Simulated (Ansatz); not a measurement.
The system is Ge.

```xyz
2
Lattice="0.0000 2.8289 2.8289 2.8289 0.0000 2.8289 2.8289 2.8289 0.0000" Properties=species:S:1:pos:R:3 pbc="T T T"
Ge    4.2434    4.2434    4.2434
Ge    2.8289    2.8289    2.8289
```

- Program: Ansatz 0.2.0
- Task: single point
- Functional: PBE
- Potentials or basis: Ansatz PAW
- Cutoff: 420 eV (not typed: the program's choice for these potentials)
- k mesh: 8 × 8 × 8
- Occupations: fermi-dirac, width 0.05 eV
- Spin: no spin polarisation

On this cell: pressure 3.6 GPa; largest force zero by symmetry; band gap on the k mesh none (metal or under the smearing width).

The same run follows on a disturbed copy (atoms moved at random, drawn with an rms of 0.05 Å):

```
Ge
1.0
     0.00000    2.82891    2.82891
     2.82891    0.00000    2.82891
     2.82891    2.82891    0.00000
Ge
2
Direct
  0.76097 0.73326 0.75334
  0.49345 0.48940 0.51015
```

Problem. What does the disturbed cell give?

Solution. The energy (extrapolated to zero smearing) moves by +9.9 meV/atom; pressure 3.8 GPa; largest force 0.709 eV/Å; band gap on the k mesh none (metal or under the smearing width).

Forces in eV/Å, atoms in the order of the input:
```
Ge   0.445 -0.380 -0.400
Ge  -0.445  0.380  0.400
```

Stress tensor (GPa, compression positive):
```
 3.77 -1.14 -1.08
-1.14  3.79  1.28
-1.08  1.28  3.79
```

Caveats: this crystal is a semiconductor, whose small gap the functional closes, so the metal is an error of the method (some runs).
